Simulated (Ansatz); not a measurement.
Density of states of O (C2/m, a = 6.120 Å, b = 3.577 Å, c = 4.541 Å, α = 90.00°, β = 124.00°, γ = 90.00°), in states per eV and primitive cell, averaged over bins of 0.3 eV. All numbers below come from DFT PBE+D3(BJ), scalar-relativistic, plane waves, PAW in Ansatz.

Cutoff 420 eV; k points 10×10×8 on the computed 2-atom cell (Γ-centred); Gaussian smearing, width 0.02 eV; collinear spin from starting moments 0.61 0.61 μB.

The cell is relaxed at this level. The states (both spins) are summed by tetrahedra on a 15×15×12 mesh at the self-consistent density. Energies are bin centres; the table starts no lower than −8 eV and ends at 6 eV, or lower where the solved bands end.

The gap is 1.58 eV at this level, with the zero inside it.

```
E − E_F (eV) total O 2p up O 2p down O 2s down O 2s up
       -7.90   2.88     2.66       0.00       0.00     0.18
       -7.60   5.37     4.79       0.00       0.00     0.49
       -7.30   1.60     1.52       0.04       0.01     0.02
       -7.00   1.01     0.00       0.77       0.22     0.00
       -6.70   2.27     0.00       1.70       0.53     0.00
       -6.40   0.00     0.00       0.00       0.00     0.00
       -6.10   1.76     0.00       1.73       0.01     0.00
       -5.80   2.22     0.00       2.19       0.01     0.00
       -5.50   2.69     0.00       2.67       0.00     0.00
       -5.20   0.00     0.00       0.00       0.00     0.00
       -4.90   0.00     0.00       0.00       0.00     0.00
       -4.60   0.00     0.00       0.00       0.00     0.00
       -4.30   0.00     0.00       0.00       0.00     0.00
       -4.00   0.00     0.00       0.00       0.00     0.00
       -3.70   0.00     0.00       0.00       0.00     0.00
       -3.40   0.00     0.00       0.00       0.00     0.00
       -3.10   0.00     0.00       0.00       0.00     0.00
       -2.80   0.00     0.00       0.00       0.00     0.00
       -2.50   0.00     0.00       0.00       0.00     0.00
       -2.20   0.00     0.00       0.00       0.00     0.00
       -1.90   0.00     0.00       0.00       0.00     0.00
       -1.60   0.00     0.00       0.00       0.00     0.00
       -1.30   1.80     1.80       0.00       0.00     0.00
       -1.00   4.75     4.74       0.00       0.00     0.00
       -0.70   0.12     0.12       0.00       0.00     0.00
       -0.40   0.00     0.00       0.00       0.00     0.00
       -0.10   0.00     0.00       0.00       0.00     0.00
        0.20   0.00     0.00       0.00       0.00     0.00
        0.50   0.00     0.00       0.00       0.00     0.00
        0.80   0.39     0.00       0.38       0.00     0.00
        1.10   2.71     0.00       2.68       0.00     0.00
        1.40   3.53     0.00       3.51       0.00     0.00
        1.70   0.03     0.00       0.03       0.00     0.00
        2.00   0.00     0.00       0.00       0.00     0.00
        2.30   0.00     0.00       0.00       0.00     0.00
        2.60   0.00     0.00       0.00       0.00     0.00
        2.90   0.00     0.00       0.00       0.00     0.00
        3.20   0.00     0.00       0.00       0.00     0.00
        3.50   0.00     0.00       0.00       0.00     0.00
        3.80   0.00     0.00       0.00       0.00     0.00
        4.10   0.00     0.00       0.00       0.00     0.00
        4.40   0.00     0.00       0.00       0.00     0.00
        4.70   0.00     0.00       0.00       0.00     0.00
        5.00   0.00     0.00       0.00       0.00     0.00
        5.30   0.00     0.00       0.00       0.00     0.00
        5.60   0.03     0.00       0.00       0.00     0.00
```

The columns after the total are the Löwdin projections on the occupied valence shells of the potentials. The rest of the total lies in shells that are empty in the free atom, which aren't projected, and between the atoms.

Only this magnetic start was tried.

Whether O exists in this form wasn't checked.

Cost: 1 run of about 0.77 core-minutes, on Arm Neoverse V1 (shared hosts).